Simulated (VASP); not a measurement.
# MgI2 (R-3m) in VASP: a series of runs

One crystal, MgI2, is run at these levels: PBE; tasks: single point.

Program: VASP 6.6.1. These are calculated values, not measurements. Logs are shortened: lines on timing, memory, paths and dates and some standing lists are left out, and cuts for length are marked.

## 1. Starting point

Symmetry: R-3m, No. 166, trigonal system. The conventional cell has a = 4.157 Å, b = 4.157 Å, c = 20.677 Å, α = 90.00°, β = 90.00°, γ = 120.00°. Mg (site symmetry -3m) is surrounded by 6 I at 2.92 Å. Around I (site symmetry 3m) lie 3 Mg at 2.92 Å.

The cell was built by a generator and needn't be a form met in nature.

## 2. Single point, PBE

Contents of INCAR:

```
SYSTEM = MgI2
PREC = Accurate
ENCUT = 520
EDIFF = 1E-7
ISMEAR = 0
SIGMA = 0.01
LREAL = .False.
LASPH = .True.
NELM = 80
ALGO = Fast
ISIF = 2
LWAVE = .False.
LCHARG = .True.
GGA = PE
LELF = .True.
LVHAR = .True.
NBANDS = 15
```

Contents of KPOINTS:

```
regular mesh
0
Gamma
  6 6 6
  0 0 0
```

Contents of POSCAR:

```
MgI2
1.0
    2.0786779653      1.2001252828      6.8923459395
   -2.0786779653      1.2001252828      6.8923459395
    0.0000000000     -2.4002505656      6.8923459395
Mg I
1 2
Direct
    0.0000000000      0.0000000000      0.0000000000
    0.2526882635      0.2526882635      0.2526882635
    0.7473117365      0.7473117365      0.7473117365
```

Potentials or basis: VASP PAW PBE potentials, release 64 (Mg, I).

Started as:

```
cat potpaw_PBE.64/Mg/POTCAR potpaw_PBE.64/I/POTCAR > POTCAR
mpirun -np 1 vasp_std > vasp.out
```

OUTCAR:

```text
SYSTEM = MgI2
   PREC = Accurate
   ENCUT = 520
   EDIFF = 1E-7
   ISMEAR = 0
   LREAL = .False.
   LASPH = .True.
   NELM = 80
   ISIF = 2
   GGA = PE

 ion  position               nearest neighbor table
   1  0.000  0.000  0.000-   3 2.92   2 2.92   3 2.92   3 2.92   2 2.92   2 2.92
   2  0.253  0.253  0.253-   1 2.92   1 2.92   1 2.92
   3  0.747  0.747  0.747-   1 2.92   1 2.92   1 2.92

  LATTYP: Found a trigonal (rhomboedric) cell.
 ALAT       =     7.2983309960
 COS(alpha) =     0.8377602348

  Lattice vectors:

 A1 = (   2.0786779653,   1.2001252828,   6.8923459395)
 A2 = (  -2.0786779653,   1.2001252828,   6.8923459395)
 A3 = (   0.0000000000,  -2.4002505656,   6.8923459395)

Analysis of symmetry for initial positions (statically):
=====================================================================
 Subroutine PRICEL returns:
 Original cell was already a primitive cell.

 Routine SETGRP: Setting up the symmetry group for a
 trigonal (rhombohedral) supercell.

 Subroutine GETGRP returns: Found 12 space group operations
 (whereof 12 operations were pure point group operations)
 out of a pool of 12 trial point group operations.

The static configuration has the point symmetry D_3d.

Analysis of symmetry for dynamics (positions and initial velocities):
=====================================================================
 Subroutine PRICEL returns:
 Original cell was already a primitive cell.

 Routine SETGRP: Setting up the symmetry group for a
 trigonal (rhombohedral) supercell.

 Subroutine GETGRP returns: Found 12 space group operations
 (whereof 12 operations were pure point group operations)
 out of a pool of 12 trial point group operations.

The dynamic configuration has the point symmetry D_3d.

 Subroutine INISYM returns: Found 12 space group operations
 (whereof 12 operations are pure point group operations),
 and found     1 'primitive' translations

----------------------------------------------------------------------------------------

                                     Primitive cell

  volume of cell :     103.1649

  direct lattice vectors                    reciprocal lattice vectors
     2.078677965  1.200125283  6.892345940     0.240537499  0.138874390  0.048362827
    -2.078677965  1.200125283  6.892345940    -0.240537499  0.138874390  0.048362827
     0.000000000 -2.400250566  6.892345940     0.000000000 -0.277748780  0.048362827

  length of vectors
     7.298330996  7.298330996  7.298330996     0.281927913  0.281927913  0.281927913

  position of ions in fractional coordinates (direct lattice)
     0.000000000  0.000000000  0.000000000
     0.252688263  0.252688263  0.252688263
     0.747311737  0.747311737  0.747311737

  ion indices of the primitive-cell ions
   primitive index   ion index
                 1           1
                 2           2
                 3           3

----------------------------------------------------------------------------------------

 KPOINTS: regular mesh

Automatic generation of k-mesh.
 Grid dimensions read from file:
 generate k-points for:    6    6    6

 Generating k-lattice:

  Cartesian coordinates                     Fractional coordinates (reciprocal lattice)
     0.040089583  0.023145732  0.008060471     0.166666667 -0.000000000  0.000000000
    -0.040089583  0.023145732  0.008060471    -0.000000000  0.166666667  0.000000000
     0.000000000 -0.046291463  0.008060471     0.000000000  0.000000000  0.166666667

  Length of vectors
     0.046987985  0.046987985  0.046987985

  Shift w.r.t. Gamma in fractional coordinates (k-lattice)
     0.000000000  0.000000000  0.000000000

 Subroutine IBZKPT returns following result:
 ===========================================

 Found     32 irreducible k-points:

 Following reciprocal coordinates:
            Coordinates               Weight
  0.000000  0.000000  0.000000      1.000000
  0.166667 -0.000000  0.000000      6.000000
  0.333333  0.000000  0.000000      6.000000
  0.500000 -0.000000  0.000000      3.000000
  0.166667  0.166667  0.000000      6.000000
  0.333333  0.166667  0.000000     12.000000
[... 16 lines left out ...]
  0.500000  0.500000  0.166667      6.000000
 -0.333333  0.500000  0.166667     12.000000
 [... further k-points ...]
   k-points           NKPTS =     32   k-points in BZ     NKDIM =     32   number of bands    NBANDS=     15
   number of dos      NEDOS =    301   number of ions     NIONS =      3
   total plane-waves  NPLWV = 157464
   dimension x,y,z NGX =    54 NGY =   54 NGZ =   54
   dimension x,y,z NGXF=   108 NGYF=  108 NGZF=  108
   ions per type =               1   2
   NGX,Y,Z   is equivalent  to a cutoff of  12.30, 12.30, 12.30 a.u.
   NGXF,Y,Z  is equivalent  to a cutoff of  24.60, 24.60, 24.60 a.u.
 SYSTEM =  MgI2
   PREC   = accura    normal or accurate (medium, high low for compatibility)
   ISTART =      0    job   : 0-new  1-cont  2-samecut
   ICHARG =      2    charge: 1-file 2-atom 10-const
   ISPIN  =      1    spin polarized calculation?
   LNONCOLLINEAR =      F non collinear calculations
   LSORBIT =      F    spin-orbit coupling
   LASPH  =      T    aspherical Exc in radial PAW
   ENCUT  =  520.0 eV  38.22 Ry    6.18 a.u.  13.57 13.57 13.57*2*pi/ulx,y,z
   NELM   =     80;   NELMIN=  2; NELMDL= -5     # of ELM steps
   EDIFF  = 0.1E-06   stopping-criterion for ELM
   LREAL  =      F    real-space projection
   EDIFFG = 0.1E-05   stopping-criterion for IOM
   NSW    =      0    number of steps for IOM
   IBRION =     -1    ionic relax: 0-MD 1-quasi-New 2-CG
   NFREE  =      0    steps in history (QN), initial steepest desc. (CG)
   ISIF   =      2    stress and relaxation
   ISYM   =      2    0-nonsym 1-usesym 2-fastsym
   POTIM  = 0.5000    time-step for ionic-motion
   TEBEG  =    0.0;   TEEND  =   0.0 temperature during run
   PSTRESS=    0.0 pullay stress
   NELECT =      16.0000    total number of electrons
   NUPDOWN=      -1.0000    fix difference up-down
   EMIN   =  10.00;   EMAX   =-10.00  energy-range for DOS
   EFERMI =   0.00;   METHOD = LEGACY
   ISMEAR =     0;   SIGMA  =   0.01  broadening in eV -4-tet -1-fermi 0-gaus
   EFERMI_NEDOS =   21; number of points for ismear=-14 and -15
   IALGO  =     68    algorithm
   IMIX   =      4    mixing-type and parameters
     AMIX     =   0.40;   BMIX     =  1.00
     AMIX_MAG =   1.60;   BMIX_MAG =  1.00
  volume/ion in A,a.u.               =      34.39       232.06
  Fermi-wavevector in a.u.,A,eV,Ry     =   0.879571  1.662148 10.526076  0.773645
  Thomas-Fermi vector in A             =   1.999813
   LORBIT       =      0    0 simple, 1 ext, 2 COOP (PROOUT), +10 PAW based schemes
   GGA     = PE    functional components
   LHFCALC =     F    Hartree Fock is set to
   AEXX    =    0.0000 exact exchange contribution
   IVDW    =     0    specifies the selected vdW correction
   LEPSILON=     F    determine dielectric tensor
   LRPA    =     F    only Hartree local field effects (RPA)
 non-spin polarized calculation
 RMM-DIIS sequential band-by-band and
 Gauss-broadening in eV      SIGMA  =   0.01
  energy-cutoff  :      520.00
  volume of cell :      103.16
 maximum number of plane-waves:      2809
   NGX = 27   NGY = 27   NGZ = 27

 number of electron      16.0000000 magnetization

 Free energy of the ion-electron system (eV)
  ---------------------------------------------------
  ext. energy  EPLUGINS =         0.00000000
  ---------------------------------------------------
  free energy    TOTEN  =        -7.69770704 eV

  energy without entropy =       -7.69770704  energy(sigma->0) =       -7.69770704

 E-fermi :   2.3064     XC(G=0):  -8.1851

 val. band max:        2.2479525225   @ k =   0.0000   0.0000   0.0000
 cond. band min:       5.4975470520   @ k =   0.5000   0.5000   0.0000
 fundamental gap:      3.2495945295
 Fermi energy:         2.3063535754

 k-point     1 :       0.0000    0.0000    0.0000
  band No.  band energies     occupation
      1      -9.8034      2.00000
      2      -9.1007      2.00000
      3      -1.2584      2.00000
      4       1.8045      2.00000
      5       1.8045      2.00000
      6       2.1911      2.00000
      7       2.1911      2.00000
      8       2.2480      2.00000
      9       5.9402      0.00000
     10       6.9893      0.00000
     11       8.7744      0.00000
     12       8.7744      0.00000
     13       9.8999      0.00000
     14      10.0983      0.00000
     15      10.0983      0.00000

 k-point     2 :       0.1667   -0.0000    0.0000
  band No.  band energies     occupation
      1      -9.6599      2.00000
      2      -9.0342      2.00000
      3      -1.0507      2.00000
      4       0.8766      2.00000
      5       1.2706      2.00000
      6       1.5773      2.00000
      7       2.0273      2.00000
      8       2.1086      2.00000
      9       6.7931      0.00000
     10       7.6590      0.00000
     11       8.4627      0.00000
     12       9.2751      0.00000
     13       9.3394      0.00000
     14      10.6529      0.00000
     15      10.7887      0.00000

 k-point     3 :       0.3333    0.0000    0.0000
  band No.  band energies     occupation
      1      -9.3137      2.00000
      2      -8.9238      2.00000
      3      -0.8510      2.00000
      4      -0.2826      2.00000
      5       0.2623      2.00000
      6       1.2056      2.00000
      7       1.6410      2.00000
      8       1.7138      2.00000
      9       6.3900      0.00000
     10       7.9121      0.00000
     11       8.7325      0.00000
     12       9.5952      0.00000
     13       9.8776      0.00000
     14      10.4169      0.00000
     15      11.4652      0.00000
[... 343 lines left out ...]
 k-point    23 :       0.5000    0.5000    0.1667
  band No.  band energies     occupation
      1      -9.2557      2.00000
      2      -8.9886      2.00000
      3      -1.0224      2.00000
      4      -0.5020      2.00000
      5       0.9721      2.00000
      6       1.0651      2.00000
      7       1.6470      2.00000
      8       1.9073      2.00000
      9       6.0280      0.00000
     10       7.5361      0.00000
     11       7.8995      0.00000
     12       9.2872      0.00000
     13       9.3562      0.00000
     14      11.3278      0.00000
     15      12.0416      0.00000

 k-point    24 :      -0.3333    0.5000    0.1667
  band No.  band energies     occupation
      1      -9.0665      2.00000
      2      -8.9191      2.00000
      3      -1.2359      2.00000
      4      -0.6467      2.00000
      5       0.4005      2.00000
      6       0.9379      2.00000
      7       1.3752      2.00000
      8       1.6256      2.00000
      9       6.1911      0.00000
     10       7.8030      0.00000
     11       8.2360      0.00000
     12       8.8570      0.00000
     13       9.8285      0.00000
     14      11.1454      0.00000
     15      12.3089      0.00000

 [... further k-points ...]
[... 5 lines left out ...]
  --------------------------------------------------------------------------------------
  -------------------------------------------------------------------------------------
  Total        0.6446549      0.6446549      0.7868617      0.0000000      0.0000000      0.0000000
  in kB       10.0116518     10.0116518     12.2201602      0.0000000      0.0000000      0.0000000
  external PRESSURE =      10.7478213 kB  Pullay stress =       0.0000000 kB

 VOLUME and BASIS-vectors are now :
 -----------------------------------------------------------------------------
  energy-cutoff  :      520.00
  volume of cell :      103.16
      direct lattice vectors                 reciprocal lattice vectors
     2.078677965  1.200125283  6.892345940     0.240537499  0.138874390  0.048362827
    -2.078677965  1.200125283  6.892345940    -0.240537499  0.138874390  0.048362827
     0.000000000 -2.400250566  6.892345940     0.000000000 -0.277748780  0.048362827

 POSITION                                       TOTAL-FORCE (eV/Angst)
 -----------------------------------------------------------------------------------
      0.00000      0.00000      0.00000        -0.000000      0.000000      0.000000
      0.00000      0.00000      5.22484         0.000000     -0.000000     -0.000105
      0.00000      0.00000     15.45219         0.000000     -0.000000      0.000105
 -----------------------------------------------------------------------------------
    total drift:                               -0.000000     -0.000000      0.000000

  FREE ENERGIE OF THE ION-ELECTRON SYSTEM (eV)
  ---------------------------------------------------
  free  energy   TOTEN  =        -7.6977070418 eV

  energy  without entropy=       -7.6977070418  energy(sigma->0) =       -7.69770704
```

Wall time 2 min (1 thread of Intel Xeon Platinum 8488C (Sapphire Rapids), shared host); peak memory 0.4 GiB.

What came out:

```yaml
Free_energy: -7.6977 eV
Pressure: 1.1 GPa
Band_gap_on_the_k_mesh: 3.25 eV, indirect (least direct gap 3.66 eV)
```

Stress tensor (GPa, compression positive):
```
1.00 0.00 0.00
0.00 1.00 0.00
0.00 0.00 1.22
```

Levels at points of the mesh, in eV from the valence-band top:
```csv
k point,band 5,band 6,band 7,band 8,band 9,band 10,band 11,band 12
"(0.00, 0.00, 0.00)",-0.44,-0.06,-0.06,0.00,3.69,4.74,6.53,6.53
"(0.50, 0.00, 0.00)",-1.61,-1.22,-1.20,-0.68,3.81,5.43,6.36,7.08
"(0.50, 0.50, 0.00)",-1.37,-1.30,-0.45,-0.41,3.25,5.02,5.12,6.96
"(0.50, 0.50, 0.50)",-0.35,-0.35,-0.17,-0.17,4.63,4.90,6.69,6.69
```

Caveat: spin-orbit coupling is left out, which moves the levels of the heavy elements. A hybrid or GW would open this gap; PBE tends to underestimate it.

## 3. Single point, PBE

Contents of INCAR:

```
SYSTEM = MgI2
ALGO = Normal ; EDIFF = 1E-6
ENCUT = 520 ; GGA = PE
ISIF = 2 ; ISMEAR = 0
LASPH = .TRUE. ; LCHARG = .TRUE.
LELF = .TRUE. ; LREAL = .FALSE.
LVHAR = .TRUE. ; LWAVE = .FALSE.
NBANDS = 15 ; NELM = 80
PREC = Accurate ; SIGMA = 0.001
```

Contents of KPOINTS:

```
k-points
0
G
  6 6 6
  0 0 0
```

POSCAR is that of step 2.

Potentials or basis: VASP PAW PBE potentials, release 64 (Mg, I).

Started as:

```
cat potpaw_PBE.64/Mg/POTCAR potpaw_PBE.64/I/POTCAR > POTCAR
mpirun -np 1 vasp_std > vasp.out
```

Run time: 2 min. Hardware: 1 thread of Intel Xeon Platinum 8488C (Sapphire Rapids), shared host; peak memory 0.39 GiB.

The run converged. Its results:

```yaml
Free_energy: -7.6977 eV
Pressure: 1.1 GPa
Band_gap_on_the_k_mesh: 3.25 eV, indirect (least direct gap 3.66 eV)
```

Stress tensor (GPa, compression positive):
```
1.00 0.00 0.00
0.00 1.00 0.00
0.00 0.00 1.22
```

Levels at points of the mesh, in eV from the valence-band top:
| k point | band 6 | band 7 | band 8 | band 9 | band 10 | band 11 |
| --- | --- | --- | --- | --- | --- | --- |
| (0.00, 0.00, 0.00) | -0.06 | -0.06 | 0.00 | 3.69 | 4.74 | 6.53 |
| (0.50, 0.00, 0.00) | -1.22 | -1.20 | -0.68 | 3.81 | 5.43 | 6.36 |
| (0.50, 0.50, 0.00) | -1.30 | -0.45 | -0.41 | 3.25 | 5.02 | 5.12 |
| (0.50, 0.50, 0.50) | -0.35 | -0.17 | -0.17 | 4.63 | 4.90 | 6.69 |

Caveat: spin-orbit coupling is left out, which moves the levels of the heavy elements. A k mesh can miss the band edges.
